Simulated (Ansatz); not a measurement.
A point defect in SnO2

Computed with DFT PBE, scalar-relativistic, plane waves, PAW (Ansatz). Run with 420 eV cutoff, 3×3×3 k-mesh, Gaussian smearing of 0.01 eV, collinear spin in charge +1, +3 alone.

Host crystal, relaxed:

```
Sn O
1.0
     4.82719    0.00000    0.00000
     0.00000    4.82719    0.00000
     0.00000    0.00000    3.23815
Sn O
2 4
Cartesian
  2.4136 2.4136 1.6191
  0.0000 0.0000 0.0000
  0.9337 3.8935 1.6191
  3.8935 0.9337 1.6191
  1.4799 1.4799 0.0000
  3.3473 3.3473 0.0000
```

Supercell of 24 atoms, rows in host cell vectors: -1 -1 0; -1 1 0; 1 0 -2. Atoms relax at the host's cell from a start displaced at random by 0.06 Å near the defect, so other minima may exist. The cell is small, so energies carry finite-size errors of tenths of an eV. The host's Kohn–Sham gap is 0.68 eV. Atoms are taken from and returned to the elements' standard states. Charged cells are corrected for image charges with the computed static dielectric tensor (mean 13.0) and aligned with the host's potential at far atoms (alignment terms reach 2.83 eV; the program doubts the alignment in some charges, where it is up to 2.83 eV). No band-filling term is added, and the Fermi level counts from the host's valence band top.

Starting moments were lost in some runs.

The defect is an interstitial at (0.150, 0.350, 0.500) of the host cell.

| charge | E_f at the valence band top (eV) | over the neutral state (eV) | moment (μB) | largest move (Å) | atoms near the site |
| --- | --- | --- | --- | --- | --- |
| +3 | -0.44 | -6.80 | 0.00 | 1.02 | 2 O at 2.01 Å, 4 O at 2.13 Å, 2 Sn at 2.82 Å |
| +2 | 1.89 | -4.47 | 0.00 | 0.80 | 1 O at 2.03 Å, 1 O at 2.05 Å, 2 O at 2.10 Å, 2 O at 2.29 Å, 1 Sn at 2.75 Å, 1 Sn at 2.95 Å |
| +1 | 4.29 | -2.07 | 0.00 | 0.87 | 1 O at 2.02 Å, 1 O at 2.08 Å, 2 O at 2.10 Å, 2 O at 2.40 Å, 1 Sn at 2.71 Å |
| 0 | 6.36 | 0.00 | 0.00 | 0.89 | 1 O at 2.09 Å, 2 O at 2.20 Å, 1 Sn at 2.62 Å, 1 O at 2.62 Å, 1 Sn at 2.79 Å, 1 O at 2.89 Å, 1 O at 2.90 Å |

Among the charges computed the stable one is +3 at the valence band top and stays so across the gap. In charge +2, +1, 0 the extra carrier would gain by moving to a band edge of the host, so it isn't bound in the gap, though by less than the errors named above. In charge +3, +1 the cell has partly filled bands: a level of the defect may be part filled, the carrier may sit in the host's bands, or levels may cross between the k points, so transitions that involve it are doubtful. Other sites of the defect weren't tried.

**Question.** Which element is it? Judge by the nearest distance in charge 0 and covalent radii.
A. W
B. Nb
C. Ta
D. Sn
E. Hf

**Answer.** D. The nearest neighbour is O at 2.09 Å, and the summed covalent radii with O are 2.41 Å for Hf, 2.30 Å for Nb, 2.05 Å for Sn, 2.36 Å for Ta, 2.28 Å for W, so Sn fits best. Bonds can miss such sums by a tenth of an ångström or more.